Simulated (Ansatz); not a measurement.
**Ga: equation of state with r2SCAN**

The system is Ga.

```
CELL_PARAMETERS angstrom
1.45000 -4.06500 0.00000
1.45000 4.06500 0.00000
0.00000 0.00000 3.17000
ATOMIC_POSITIONS crystal
Ga 0.13300 0.86700 0.75000
Ga 0.86700 0.13300 0.25000
```

This isn't the form of Ga at room conditions, which is orthorhombic.

```yaml
Program: Ansatz 0.2.0
Task: equation of state
Functional: r2SCAN
Potentials_or_basis: Ansatz PAW
Cutoff: 500 eV
Density_cutoff: 2000 eV
k_mesh: 10 × 10 × 8
Occupations: fermi-dirac, width 0.05 eV
Spin: no spin polarisation
```

The equilibrium volume is 18.15 Å³/atom and the bulk modulus at fixed shape and positions is 61 GPa. The pressure derivative of the bulk modulus is 4.8.

Energy against volume, from the lowest point:
```tsv
volume (Å³/atom)	energy (meV/atom)
17.564	3.54
17.937	0.20
18.311	0.00
18.685	2.60
19.058	7.68
19.432	14.97
19.806	24.19
```

All runs of the series together: 2.1 min on 2 threads of Intel(R) Xeon(R) Processor @ 2.50GHz (Skylake/Cascade Lake), on a shared host.

Caveat: the cell was scaled at fixed shape and fractional positions, which overstates the stiffness of a crystal with free parameters, most of all of layers and chains; the PAW data sets were made with another functional, which shifts forces and pressure a little.
